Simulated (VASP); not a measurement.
# ZnGe2N2 (I4/mmm) in VASP: a series of runs

The runs below take ZnGe2N2 through relaxation of cell and atoms, with PBE.

Everything below comes from runs of VASP 6.6.1. Logs are shortened: lines on timing, memory, paths and dates and some standing lists are left out, and cuts for length are marked.

**1. Starting point**

It takes space group I4/mmm (No. 139, tetragonal). Conventional cell: a = 3.938 Å, b = 3.938 Å, c = 10.367 Å, α = 90.00°, β = 90.00°, γ = 90.00°. Around Zn (site symmetry 4/mmm) lie 8 Ge at 3.03 Å and 8 N at 3.26 Å. Ge (site symmetry 4mm) is surrounded by 1 Ge at 2.36 Å and 4 N at 2.42 Å. N (site symmetry -4m2) has 4 Ge at 2.42 Å as nearest neighbours.

The cell was built by a generator and needn't be a form met in nature.

**2. Relaxation of cell and atoms, PBE**

INCAR

```
SYSTEM = ZnGe2N2
PREC = Normal
ENCUT = 520
EDIFF = 1E-4
ISMEAR = 0
SIGMA = 0.15
LREAL = .False.
LASPH = .True.
NELM = 60
ALGO = Fast
ISIF = 3
LWAVE = .False.
LCHARG = .False.
GGA = PE
IBRION = 2
NSW = 24
EDIFFG = -0.08
KPAR = 2
```

KPOINTS

```
regular mesh
0
Gamma
  5 5 5
  0 0 0
```

POSCAR

```
ZnGe2N2
1.0
   -1.9692407900      1.9692407900      5.1835639600
    1.9692407900     -1.9692407900      5.1835639600
    1.9692407900      1.9692407900     -5.1835639600
Zn Ge N
1 2 2
Direct
    0.0000000000      0.0000000000      0.0000000000
    0.6140598700      0.6140598700      0.0000000000
    0.3859401300      0.3859401300      0.0000000000
    0.7500000000      0.2500000000      0.5000000000
    0.2500000000      0.7500000000      0.5000000000
```

Potentials or basis: VASP PAW PBE potentials, release 64 (Zn, Ge_d, N).

Launch:

```sh
> cat potpaw_PBE.64/Zn/POTCAR potpaw_PBE.64/Ge_d/POTCAR potpaw_PBE.64/N/POTCAR > POTCAR
> mpirun -np 2 vasp_std > vasp.out
```

OUTCAR:

```text
SYSTEM = ZnGe2N2
   PREC = Normal
   ENCUT = 520
   EDIFF = 1E-4
   ISMEAR = 0
   LREAL = .False.
   LASPH = .True.
   NELM = 60
   ISIF = 3
   GGA = PE
   IBRION = 2
   NSW = 24
   EDIFFG = -0.08

 ion  position               nearest neighbor table
   1  0.000  0.000  0.000-
   2  0.614  0.614  0.000-   3 2.36
   3  0.386  0.386  0.000-   2 2.36
   4  0.750  0.250  0.500-
   5  0.250  0.750  0.500-

  LATTYP: Found a body centered tetragonal cell.
 ALAT       =     3.9384815800
 C/A-ratio  =     2.6322651787

  Lattice vectors:

 A1 = (  -1.9692407900,   1.9692407900,   5.1835639600)
 A2 = (   1.9692407900,  -1.9692407900,   5.1835639600)
 A3 = (   1.9692407900,   1.9692407900,  -5.1835639600)

Analysis of symmetry for initial positions (statically):
=====================================================================
 Subroutine PRICEL returns:
 Original cell was already a primitive cell.

 Routine SETGRP: Setting up the symmetry group for a
 body centered tetragonal supercell.

 Subroutine GETGRP returns: Found 16 space group operations
 (whereof 16 operations were pure point group operations)
 out of a pool of 16 trial point group operations.

The static configuration has the point symmetry D_4h.

Analysis of symmetry for dynamics (positions and initial velocities):
=====================================================================
 Subroutine PRICEL returns:
 Original cell was already a primitive cell.

 Routine SETGRP: Setting up the symmetry group for a
 body centered tetragonal supercell.

 Subroutine GETGRP returns: Found 16 space group operations
 (whereof 16 operations were pure point group operations)
 out of a pool of 16 trial point group operations.

The dynamic configuration has the point symmetry D_4h.

 Subroutine INISYM returns: Found 16 space group operations
 (whereof 16 operations are pure point group operations),
 and found     1 'primitive' translations

----------------------------------------------------------------------------------------

                                     Primitive cell

  volume of cell :      80.4056

  direct lattice vectors                    reciprocal lattice vectors
    -1.969240790  1.969240790  5.183563960     0.000000000  0.253904958  0.096458731
     1.969240790 -1.969240790  5.183563960     0.253904958  0.000000000  0.096458731
     1.969240790  1.969240790 -5.183563960     0.253904958  0.253904958  0.000000000

  length of vectors
     5.884314226  5.884314226  5.884314226     0.271610041  0.271610041  0.359075835

  position of ions in fractional coordinates (direct lattice)
     0.000000000  0.000000000  0.000000000
     0.614059870  0.614059870  0.000000000
     0.385940130  0.385940130  0.000000000
     0.750000000  0.250000000  0.500000000
     0.250000000  0.750000000  0.500000000

  ion indices of the primitive-cell ions
   primitive index   ion index
                 1           1
                 2           2
                 3           3
                 4           4
                 5           5

----------------------------------------------------------------------------------------

 KPOINTS: regular mesh

Automatic generation of k-mesh.
 Grid dimensions read from file:
 generate k-points for:    5    5    5

 Generating k-lattice:

  Cartesian coordinates                     Fractional coordinates (reciprocal lattice)
     0.000000000  0.050780992  0.019291746     0.200000000  0.000000000  0.000000000
     0.050780992  0.000000000  0.019291746     0.000000000  0.200000000  0.000000000
     0.050780992  0.050780992  0.000000000     0.000000000  0.000000000  0.200000000

  Length of vectors
     0.054322008  0.054322008  0.071815167

  Shift w.r.t. Gamma in fractional coordinates (k-lattice)
     0.000000000  0.000000000  0.000000000

 Subroutine IBZKPT returns following result:
 ===========================================

 Found     18 irreducible k-points:

 Following reciprocal coordinates:
            Coordinates               Weight
  0.000000  0.000000  0.000000      1.000000
  0.200000  0.000000  0.000000      8.000000
  0.400000  0.000000  0.000000      8.000000
  0.200000  0.200000  0.000000      8.000000
  0.400000  0.200000  0.000000     16.000000
 -0.400000  0.200000  0.000000     16.000000
[... 10 lines left out ...]
 -0.400000  0.400000  0.400000      4.000000
 -0.400000 -0.400000  0.400000      2.000000
   k-points           NKPTS =     18   k-points in BZ     NKDIM =     18   number of bands    NBANDS=     30
   number of dos      NEDOS =    301   number of ions     NIONS =      5
   total plane-waves  NPLWV =  46656
   dimension x,y,z NGX =    36 NGY =   36 NGZ =   36
   dimension x,y,z NGXF=    72 NGYF=   72 NGZF=   72
   ions per type =               1   2   2
   NGX,Y,Z   is equivalent  to a cutoff of  10.17, 10.17, 10.17 a.u.
   NGXF,Y,Z  is equivalent  to a cutoff of  20.34, 20.34, 20.34 a.u.
 SYSTEM =  ZnGe2N2
[... 65 lines left out ...]
 cond. band min:       3.7913677924   @ k =  -0.4000   0.4000   0.0000
 fundamental gap:      0.1017297724
 Fermi energy:         3.7183132679

 k-point     1 :       0.0000    0.0000    0.0000
  band No.  band energies     occupation
      1     -21.3332      2.00000
      2     -21.2112      2.00000
      3     -21.2112      2.00000
      4     -21.1581      2.00000
      5     -21.1559      2.00000
      6     -21.1472      2.00000
[... 683 lines left out ...]
 POSITION                                       TOTAL-FORCE (eV/Angst)
 -----------------------------------------------------------------------------------
      0.00000      0.00000      0.00000        -0.000000     -0.000000     -0.000000
      0.00000      0.00000      6.25584        -0.000000     -0.000000      0.572886
      0.00000      0.00000      3.30187         0.000000      0.000000     -0.572886
      0.00000      1.78524      2.38943        -0.000000     -0.000000     -0.000000
      1.78524      0.00000      2.38943        -0.000000     -0.000000     -0.000000
 -----------------------------------------------------------------------------------
    total drift:                               -0.000000      0.000000     -0.000000

  FREE ENERGIE OF THE ION-ELECTRON SYSTEM (eV)
  ---------------------------------------------------
  free  energy   TOTEN  =       -23.0447592700 eV

  energy  without entropy=      -23.0019971776  energy(sigma->0) =      -23.02337822

[... ionic steps 4 to 14 ...]

--------------------------------------- Ionic step       15  -------------------------------------------

 number of electron      50.0000014 magnetization

------------------------ aborting loop because EDIFF is reached ----------------------------------------

  FORCE on cell =-STRESS in cart. coord.  units (eV):
  Direction    XX          YY          ZZ          XY          YZ          ZX
  --------------------------------------------------------------------------------------
  -------------------------------------------------------------------------------------
  Total       -0.6548794     -0.6548794     -0.2639987      0.0000000     -0.0000000      0.0000000
  in kB      -16.2089882    -16.2089882     -6.5342590      0.0000000     -0.0000000      0.0000000
  external PRESSURE =     -12.9840785 kB  Pullay stress =       0.0000000 kB

 VOLUME and BASIS-vectors are now :
 -----------------------------------------------------------------------------
  energy-cutoff  :      520.00
  volume of cell :       64.73
      direct lattice vectors                 reciprocal lattice vectors
    -1.945366205  1.945366205  4.276153432     0.000000000  0.257021017  0.116927516
     1.945366205 -1.945366205  4.276153432     0.257021017  0.000000000  0.116927516
     1.945366205  1.945366205 -4.276153432     0.257021017  0.257021017  0.000000000
[... 40 lines left out ...]
 POSITION                                       TOTAL-FORCE (eV/Angst)
 -----------------------------------------------------------------------------------
      0.00000      0.00000      0.00000        -0.000000     -0.000000      0.000000
      0.00000      0.00000      5.55499        -0.000000     -0.000000      0.022281
      0.00000      0.00000      2.85402         0.000000      0.000000     -0.022281
     -0.00000      1.92509      2.10225        -0.000000     -0.000000      0.000000
      1.92509     -0.00000      2.10225        -0.000000     -0.000000      0.000000
 -----------------------------------------------------------------------------------
    total drift:                               -0.000000      0.000000     -0.000000

  FREE ENERGIE OF THE ION-ELECTRON SYSTEM (eV)
  ---------------------------------------------------
  free  energy   TOTEN  =       -23.7873232766 eV

  energy  without entropy=      -23.7824600475  energy(sigma->0) =      -23.78489166

--------------------------------------- Ionic step       17  -------------------------------------------

 number of electron      50.0000007 magnetization

 Free energy of the ion-electron system (eV)
  ---------------------------------------------------
  ext. energy  EPLUGINS =         0.00000000
  ---------------------------------------------------
  free energy    TOTEN  =       -23.80168966 eV

  energy without entropy =      -23.79585958  energy(sigma->0) =      -23.79877462

 E-fermi :   6.0937     XC(G=0): -11.7041

 val. band max:        5.9421871229   @ k =  -0.4000   0.4000   0.2000
 cond. band min:       6.2232280190   @ k =  -0.2000   0.4000   0.2000
 fundamental gap:      0.2810408961
 Fermi energy:         6.0936886856

 k-point     1 :       0.0000    0.0000    0.0000
  band No.  band energies     occupation
      1     -18.9843      2.00000
      2     -18.9742      2.00000
      3     -18.9199      2.00000
      4     -18.9199      2.00000
      5     -18.9176      2.00000
      6     -18.9176      2.00000
[... 605 lines left out ...]
 POSITION                                       TOTAL-FORCE (eV/Angst)
 -----------------------------------------------------------------------------------
      0.00000      0.00000      0.00000         0.000000      0.000000      0.000000
      0.00000      0.00000      5.62834         0.000000      0.000000     -0.057314
      0.00000      0.00000      2.87465        -0.000000     -0.000000      0.057314
      0.00000      1.93839      2.12575         0.000000      0.000000      0.000000
      1.93839      0.00000      2.12575         0.000000      0.000000     -0.000000
 -----------------------------------------------------------------------------------
    total drift:                                0.000000     -0.000000      0.000000

  FREE ENERGIE OF THE ION-ELECTRON SYSTEM (eV)
  ---------------------------------------------------
  free  energy   TOTEN  =       -23.8016896558 eV

  energy  without entropy=      -23.7958595839  energy(sigma->0) =      -23.79877462

 reached required accuracy - stopping structural energy minimisation
```

Wall time 4 min (2 MPI ranks of Intel Xeon Platinum 8488C (Sapphire Rapids), shared host); peak memory 0.22 GiB.

Results:

- Free energy: -23.8017 eV
- Relaxed volume: 12.78 Å³/atom
- Relaxed cell: a = 5.059 Å, b = 5.059 Å, c = 5.059 Å, α = 134.94°, β = 134.94°, γ = 65.63°
- Space group after relaxing (to 0.05 Å): I4/mmm (No. 139)
- Energy gained by relaxing: 757.9 meV/atom
- Ionic steps: 17
- Pressure after relaxing: 0.1 GPa
- Largest force after relaxing: 0.057 eV/Å
- Band gap on the k mesh: none (metal or under the smearing width)

Forces on the atoms (eV/Å):
```
Zn   0.000  0.000  0.000
Ge   0.000  0.000 -0.057
Ge   0.000  0.000  0.057
N    0.000  0.000  0.000
N    0.000  0.000  0.000
```

Stress tensor (GPa, compression positive):
```
-0.04  0.00  0.00
 0.00 -0.04  0.00
 0.00  0.00  0.42
```

Step by step:
```csv
step,energy change (eV),largest force (eV/Å),pressure (GPa),volume (Å³)
1,0.0000,5.4001,-11.54,80.41
2,-2.7509,2.6545,-3.46,67.66
3,-3.0325,0.5729,14.99,60.92
4,-3.0941,1.1847,7.15,62.94
5,-3.5846,0.7387,-0.80,67.01
6,-3.6711,0.2855,-3.94,69.24
7,-3.7140,0.5726,1.23,66.43
8,-3.7182,0.3109,-0.24,67.15
9,-3.7380,0.2652,-1.21,66.68
10,-3.7829,0.0446,-1.27,65.22
11,-3.6001,1.3463,0.67,62.09
12,-3.7853,0.1084,-1.65,64.98
13,-3.7584,0.3640,-0.39,63.56
14,-3.7868,0.0355,-0.66,64.68
15,-3.7868,0.0473,-1.30,64.73
16,-3.7750,0.0223,3.31,62.33
17,-3.7894,0.0573,0.11,63.90
```

Final structure:
```cif
data_structure
_symmetry_space_group_name_H-M 'P 1'
_symmetry_Int_Tables_number 1
_cell_length_a 5.0586
_cell_length_b 5.0586
_cell_length_c 5.0586
_cell_angle_alpha 134.938
_cell_angle_beta 134.938
_cell_angle_gamma 65.627
_cell_volume 63.90
loop_
_atom_site_label
_atom_site_type_symbol
_atom_site_fract_x
_atom_site_fract_y
_atom_site_fract_z
_atom_site_occupancy
Zn1 Zn 0.00000 0.00000 0.00000 1
Ge1 Ge 0.66192 0.66192 0.00000 1
Ge2 Ge 0.33808 0.33808 0.00000 1
N1 N 0.75000 0.25000 0.50000 1
N2 N 0.25000 0.75000 0.50000 1
```

Caveat: the k mesh is coarse (spacing up to 0.45 Å⁻¹), so the values aren't converged; the volume moved by over 15 % at a fixed basis, so the end points are rough; the relaxation stopped at a loose force limit of 0.08 eV/Å, so its end isn't a converged minimum.

**3. Relaxation of cell and atoms, PBE**

This run uses another cell than the first one, of 14.70 Å³/atom, 0.914 times its volume.

INCAR is that of step 2.

KPOINTS is that of step 2.

POSCAR

```
ZnGe2N2
1.0
   -1.7820446200      1.7820446200      5.7879481000
    1.7820446200     -1.7820446200      5.7879481000
    1.7820446200      1.7820446200     -5.7879481000
Zn Ge N
1 2 2
Direct
    0.0000000000      0.0000000000      0.0000000000
    0.6574000100      0.6574000100      0.0000000000
    0.3425999900      0.3425999900      0.0000000000
    0.8686000100      0.8686000100      0.0000000000
    0.1313999900      0.1313999900      0.0000000000
```

Potentials or basis: VASP PAW PBE potentials, release 64 (Zn, Ge_d, N).

Launch:

```sh
> cat potpaw_PBE.64/Zn/POTCAR potpaw_PBE.64/Ge_d/POTCAR potpaw_PBE.64/N/POTCAR > POTCAR
> mpirun -np 2 vasp_std > vasp.out
```

Run time: 6.8 min. Hardware: 2 MPI ranks of Intel Xeon Platinum 8488C (Sapphire Rapids), shared host; peak memory 0.23 GiB.

It converged, with:

```
Free energy                            : -23.9566 eV
Relaxed volume                         : 14.12 Å³/atom
Relaxed cell                           : a = 6.142 Å, b = 6.142 Å, c = 6.142 Å, α = 146.41°, β = 146.41°, γ = 48.24°
Space group after relaxing (to 0.05 Å) : I4/mmm (No. 139)
Energy gained by relaxing              : 893.1 meV/atom
Ionic steps                            : 22
Pressure after relaxing                : -0.2 GPa
Largest force after relaxing           : 0.073 eV/Å
Band gap on the k mesh                 : none (metal or under the smearing width)
```

Forces on the atoms (eV/Å):
```
Zn   0.000  0.000  0.000
Ge   0.000  0.000  0.073
Ge   0.000  0.000 -0.073
N    0.000  0.000  0.002
N    0.000  0.000 -0.002
```

Stress tensor (GPa, compression positive):
```
-0.40  0.00  0.00
 0.00 -0.40  0.00
 0.00  0.00  0.26
```

The path:
```tsv
step	energy change (eV)	largest force (eV/Å)	pressure (GPa)	volume (Å³)
1	0.0000	14.4034	24.68	73.52
2	-0.9765	2.5819	-19.96	97.15
3	-1.3709	2.2170	-19.69	94.25
4	-1.6573	1.9260	-19.47	92.05
5	-3.1482	0.9933	-15.91	82.86
6	-3.6672	1.2830	-8.98	78.21
7	-3.6668	1.4300	-8.76	77.99
8	-4.2035	1.5775	-1.85	70.62
9	-4.3193	1.3130	4.87	66.07
10	-4.3732	0.8105	3.78	66.42
11	-4.4019	0.4885	3.59	66.29
12	-4.4316	0.1268	0.33	68.81
13	-4.4301	0.1432	-2.93	68.99
14	-4.4312	0.0683	-0.09	68.86
15	-4.4477	0.1452	-1.03	69.58
16	-4.4592	0.2200	-0.70	70.55
17	-4.4483	0.3416	-0.88	72.40
18	-4.4610	0.2306	-0.88	71.11
19	-4.4612	0.1537	0.49	70.17
20	-4.4656	0.0820	-0.27	70.65
21	-4.4655	0.0217	1.14	70.56
22	-4.4656	0.0730	-0.18	70.62
```

Final structure:
```xyz
5
Lattice="-1.7747 1.7747 5.6058 1.7747 -1.7747 5.6058 1.7747 1.7747 -5.6058" Properties=species:S:1:pos:R:3 pbc="T T T"
Zn    0.0000    0.0000    0.0000
Ge    0.0000    0.0000    7.4171
Ge    0.0000    0.0000    3.7945
N     0.0000    0.0000    9.3361
N     0.0000    0.0000    1.8756
```

Levels at points of the mesh, in eV from the Fermi level:
```
           k point  band 22  band 23  band 24  band 25  band 26  band 27  band 28  band 29
(0.00, 0.00, 0.00)    -3.61    -2.12    -2.12    -1.23     3.73     4.44     4.44     5.39
```

Caveat: the k mesh is coarse (spacing up to 0.50 Å⁻¹), so the values aren't converged; the relaxation stopped at a loose force limit of 0.08 eV/Å, so its end isn't a converged minimum.

**4. Relaxation of cell and atoms, PBE**

This run uses another cell than the first one, of 14.10 Å³/atom, 0.877 times its volume.

INCAR is that of step 3.

KPOINTS

```
regular mesh
0
Gamma
  6 6 6
  0 0 0
```

POSCAR

```
ZnGe2N2
1.0
   -1.7000000000      1.7000000000      6.1000000000
    1.7000000000     -1.7000000000      6.1000000000
    1.7000000000      1.7000000000     -6.1000000000
Zn Ge N
1 2 2
Direct
    0.0000000000      0.0000000000      0.0000000000
    0.6650000000      0.6650000000      0.0000000000
    0.3350000000      0.3350000000      0.0000000000
    0.1530000000      0.1530000000      0.0000000000
    0.8470000000      0.8470000000      0.0000000000
```

Launch:

```sh
> cat potpaw_PBE.64/Zn/POTCAR potpaw_PBE.64/Ge_d/POTCAR potpaw_PBE.64/N/POTCAR > POTCAR
> mpirun -np 2 vasp_std > vasp.out
```

Wall time 12 min (2 MPI ranks of Intel Xeon Platinum 8488C (Sapphire Rapids), shared host); peak memory 0.28 GiB.

Results (log left out):

```yaml
Free_energy: -23.9384 eV
Relaxed_volume: 14.16 Å³/atom
Relaxed_cell: a = 6.126 Å, b = 6.126 Å, c = 6.126 Å, α = 146.21°, β = 146.21°, γ = 48.53°
Space_group_after_relaxing_to_0.05_Å: I4/mmm (No. 139)
Energy_gained_by_relaxing: 98.5 meV/atom
Ionic_steps: 23
Pressure_after_relaxing: 0.8 GPa
Largest_force_after_relaxing: 0.079 eV/Å
Band_gap_on_the_k_mesh: none (metal or under the smearing width)
```

Forces in eV/Å, atoms in the order of the input:
```
Zn   0.000  0.000  0.000
Ge   0.000  0.000  0.079
Ge   0.000  0.000 -0.079
N    0.000  0.000 -0.040
N    0.000  0.000  0.040
```

Step by step:
```tsv
step	energy change (eV)	largest force (eV/Å)	pressure (GPa)	volume (Å³)
1	0.0000	1.9553	-0.76	70.52
2	-0.2962	0.9364	-2.56	69.83
3	-0.3954	0.2066	-2.81	69.19
4	-0.4098	0.6392	3.15	66.15
5	-0.4230	0.4374	1.96	67.38
6	-0.4218	0.3953	-0.12	67.71
7	-0.4227	0.3797	0.37	67.54
8	-0.4229	0.3876	0.95	67.48
9	-0.4535	0.1167	-0.06	67.47
10	-0.4603	0.2265	0.93	67.46
11	-0.4730	0.1321	1.63	68.39
12	-0.4627	0.5526	-1.12	71.17
13	-0.4755	0.3144	-2.50	70.08
14	-0.4776	0.1669	-1.67	69.23
15	-0.4763	0.1299	-0.17	68.84
16	-0.4771	0.1853	-0.71	69.03
17	-0.4832	0.1692	0.59	69.17
18	-0.4834	0.1975	1.05	69.21
19	-0.4875	0.1380	1.87	69.88
20	-0.4903	0.0783	1.66	71.88
21	-0.4919	0.0604	0.26	71.07
22	-0.4900	0.0947	0.66	70.48
23	-0.4927	0.0794	0.81	70.80
```

Final structure:
```
Zn Ge N
1.0
    -1.78020    1.78020    5.58489
     1.78020   -1.78020    5.58489
     1.78020    1.78020   -5.58489
Zn Ge N
1 2 2
Cartesian
  0.0000 0.0000 0.0000
  0.0000 0.0000 7.3885
  0.0000 0.0000 3.7813
  0.0000 0.0000 1.8713
  0.0000 0.0000 9.2985
```

Levels at points of the mesh, in eV from the Fermi level:
```
           k point  band 22  band 23  band 24  band 25  band 26  band 27  band 28  band 29
(0.00, 0.00, 0.00)    -3.58    -2.08    -2.08    -1.21     3.81     4.38     4.38     5.41
(0.50, 0.00, 0.00)    -2.33    -1.90    -1.22    -0.08     1.24     2.03     2.89     3.45
(0.50, 0.50, 0.00)    -4.17    -3.50    -2.83    -2.30     1.65     2.40     3.10     5.03
(0.50, 0.50, 0.50)    -3.71    -1.46    -1.38    -1.38    -0.38     4.87     5.59     5.70
```

Caveat: the k mesh is coarse (spacing up to 0.44 Å⁻¹), so the values aren't converged; the relaxation stopped at a loose force limit of 0.08 eV/Å, so its end isn't a converged minimum.
